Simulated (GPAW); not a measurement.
A run of GPAW 26.7.0 is set up as follows.

run.py

```python
from ase import Atoms
from ase.dft.bandgap import bandgap
from ase.io import write
from ase.units import GPa
from ase.parallel import parprint
from gpaw import GPAW, PW, setup_paths

setup_paths.insert(0, '.')

atoms = Atoms(['P', 'P', 'P', 'P'],
              cell=[[3.28372772, 0.0, 0.0],
                    [0.0, 34.85703099, 0.0],
                    [0.0, 0.0, 4.63208471]],
              scaled_positions=[[0.5, 0.97026143, 0.90784928],
                                [0.5, 0.02973857, 0.09215072],
                                [0.0, 0.02973857, 0.40784928],
                                [0.0, 0.97026143, 0.59215072]],
              pbc=True)

calc = GPAW(mode=PW(600),
            xc='PBEsol',
            kpts={'size': (7, 1, 5), 'gamma': True},
            occupations={'name': 'fermi-dirac', 'width': 0.05},
            nbands=21,
            convergence={'density': 1e-05, 'energy': 1e-05},
            maxiter=150,
            txt='gpaw.txt')
atoms.calc = calc
energy = atoms.get_potential_energy()
forces = atoms.get_forces()
stress = atoms.get_stress()
calc.write('gs.gpw')
write('result.traj', atoms)
parprint(f'Energy: {energy:.6f} eV')
parprint('Forces (eV/A):')
parprint(forces.round(4))
parprint('Stress (GPa):', (stress / GPa).round(3))
parprint('Fermi level:', round(calc.get_fermi_level(), 4), 'eV')
parprint(f'Gap: {bandgap(calc)[0]:.4f} eV, direct: {bandgap(calc, direct=True)[0]:.4f} eV')

path = atoms.cell.bandpath('GXSYGZURTZ,YT,UX,SR', npoints=82, eps=1e-4)
bs_calc = calc.fixed_density(kpts=path, symmetry='off', nbands=82,
                             convergence={'bands': 'CBM+6.0', 'eigenstates': 1e-6}, txt='bands.txt')
bs = bs_calc.band_structure()
bs.write('bs.json')
parprint(f'Gap on the path: {bandgap(bs_calc)[0]:.4f} eV')
```

Potentials or basis: PAW data sets generated in the run's folder for this functional, pw.

Command:

```bash
$ gpaw-setup -f PBEsol P
$ OMP_NUM_THREADS=1 mpirun -n 4 gpaw python run.py
```

(1) Estimate the band gap along the path.

(2) Estimate the largest force.

(3) Predict the band gap on the k mesh.

Results:

(1) 0.87 eV, indirect (least direct gap 0.88 eV).

(2) 0.311 eV/Å.

(3) 0.88 eV, direct.
